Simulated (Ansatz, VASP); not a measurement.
**Si in VASP and in Ansatz**

The input INCAR:

```
PREC = Accurate
ENCUT = 520
EDIFF = 1E-7
ISMEAR = -1
SIGMA = 0.1
LREAL = False
LASPH = True
NELM = 150
ALGO = Normal
ISIF = 2
LWAVE = False
LCHARG = True
LNONCOLLINEAR = True
MAGMOM = 0 0 0 0 0 0
LORBIT = 11
LSORBIT = True
GGA_COMPAT = False
LORBMOM = True
GGA = PE
ALDAC = 0.0
AGGAC = 0.0
LVHAR = True
NBANDS = 20
```

Contents of KPOINTS:

```
regular mesh
0
Gamma
  6 6 6
```

Contents of POSCAR:

```
Si
1.0
    0.0000000000      2.6850649043      2.6850649043
    2.6850649043      0.0000000000      2.6850649043
    2.6850649043      2.6850649043      0.0000000000
Si
2
Direct
    0.5000000000      0.5000000000      0.5000000000
    0.7500000000      0.7500000000      0.7500000000
```

Contents of input.yaml:

```yaml
crystal:
  lattice:
    - [0.0, 2.6850649043, 2.6850649043]
    - [2.6850649043, 0.0, 2.6850649043]
    - [2.6850649043, 2.6850649043, 0.0]
  atoms:
    - { symbol: Si, position: [0.5, 0.5, 0.5] }
    - { symbol: Si, position: [0.75, 0.75, 0.75] }
kpoints:
  mp_grid: { grid: [6, 6, 6] }
scf:
  occupations: { method: fermi_dirac, width: 0.1 }
hamiltonian:
  xc: { exchange: pbe, correlation: none }
  pseudopotentials: { kind: all_electron, lapw: { basis_error: 0.001 } }
magnetization:
  noncollinear: true
  spin_orbit: true
output:
  forces: true
  stress: true
  eigenvalues: true
```

Change from the starting cell: volume scaled by 0.96.

Alike in both runs: task single point; functional PBE exchange alone; k mesh 6 × 6 × 6; occupations fermi-dirac, width 0.1 eV; non-collinear spin, spin-orbit coupling.

```csv
,VASP,Ansatz
version,VASP 6.6.1,Ansatz 0.2.0
potentials or method,"VASP PAW PBE potentials, release 64 (Si)","all-electron LAPW, relativistic spinors"
plane-wave cutoff (eV),520,see its input
```

Ansatz gave:

* gap on the k mesh at the Fermi level (eV): 0.87
* least direct gap on the mesh (eV): 2.64
* pressure (GPa): 14.9
* net moment per atom (μB): 0.00

Task: What did VASP give for the same quantities?

Result: gap on the k mesh at the Fermi level (eV): 0.87; least direct gap on the mesh (eV): 2.66; pressure (GPa): 15.0; net moment per atom (μB): 0.00.

Ansatz ran all-electron here, so the differences hold the error of VASP's frozen core and of both bases.

Caveats: so large a pressure means that the cell lies far from this level's equilibrium, or that cutoff or potentials fall short (VASP).
